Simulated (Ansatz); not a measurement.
Wanted: the native input for an Ansatz 0.2.0 run.

```
Task                : relaxation of cell and atoms
Functional          : PBEsol
Potentials or basis : Ansatz PAW
Cutoff              : 420 eV (not typed: the program's choice for these potentials)
k mesh              : 10 × 10 × 10
Occupations         : fermi-dirac, width 0.05 eV
Spin                : no spin polarisation
```

Crystal: Sb.

```
CELL_PARAMETERS angstrom
-1.87134 1.87134 1.87134
1.87134 -1.87134 1.87134
1.87134 1.87134 -1.87134
ATOMIC_POSITIONS crystal
Sb 0.00000 0.00000 0.00000
```

This isn't the form of Sb at room conditions, which is rhombohedral.

The input as run:

input.yaml

```yaml
crystal:
  lattice:
    - [-1.8713408863, 1.8713408863, 1.8713408863]
    - [1.8713408863, -1.8713408863, 1.8713408863]
    - [1.8713408863, 1.8713408863, -1.8713408863]
  atoms:
    - { symbol: Sb, position: [0.0, 0.0, 0.0] }
hamiltonian:
  xc: pbesol
  pseudopotentials: { kind: paw }
kpoints:
  mp_grid: { grid: [10, 10, 10] }
scf:
  occupations: { method: fermi_dirac, width: 0.05 }
output:
  forces: true
  stress: true
  eigenvalues: true
  write_density: true
  write_potential: true
  elf: true
  volumetric_format: npy
relax:
  f_tol: 0.01
  max_steps: 40
  cell: { stress_tol: 0.05 }
```

Potentials or basis: Ansatz PAW.

Launch:

```console
$ ansatz run input.yaml --threads 2 --pin off --max-ram 5632MiB --backend cpu --events-out ev --progress --plain --runs-dir out
```

It gave:

- Energy gained by relaxing: 0.0 meV/atom
- Ionic steps: 2
- Pressure after relaxing: 0.0 GPa
- Band gap on the k mesh: none (metal or under the smearing width)

Caveat: the plane-wave basis is chosen anew once the cell has moved, so the energies of steps on either side of that aren't comparable; the PAW data sets come from PBE, with cores solved anew for the run's functional, which leaves a small shift of forces and pressure.

Wall time 1.2 s on 2 threads of Intel(R) Xeon(R) Platinum 8488C (Sapphire Rapids), with other jobs on the host, peak memory 0.35 GiB.
